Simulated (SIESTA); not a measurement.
The system is GaN.

```xyz
2
Lattice="0.0000 2.2535 2.2535 2.2535 0.0000 2.2535 2.2535 2.2535 0.0000" Properties=species:S:1:pos:R:3 pbc="T T T"
Ga    0.0000    0.0000    0.0000
N     1.1268    1.1268    1.1268
```

The cell is a database's computed one.

Base run:

* Program: SIESTA 5.4.2
* Functional: PBE
* Potentials or basis: PseudoDojo 0.4 standard (PBE files)
* Basis: SZ (energy shift 0.003 Ry)
* Grid cutoff: 800 Ry
* Energy shift: 0.003 Ry
* k mesh: 10 × 10 × 10
* Occupations: fermi-dirac, width 0.05 eV
* Spin: no spin polarisation

Its results: band gap on the k mesh 1.90 eV, direct; pressure 15.7 GPa.

**Question.** The run is repeated on the same cell with these changes: functional from PBE to RPBE; basis from SZ (energy shift 0.003 Ry) to DZP (energy shift 0.003 Ry; two zetas on semicore shells). What comes out?

**Answer.** Band gap on the k mesh 1.92 eV, direct; pressure 11.7 GPa.

Several settings changed at once, so the effect can't be laid on one alone.

Caveats: the basis of atomic orbitals isn't converged, which shifts pressures, moduli and gaps; the basis has no polarisation orbitals (some runs); so large a pressure means that the cell lies far from this level's equilibrium, or that cutoff or potentials fall short (some runs); the potentials were made for another functional, which shifts forces and pressure (some runs).
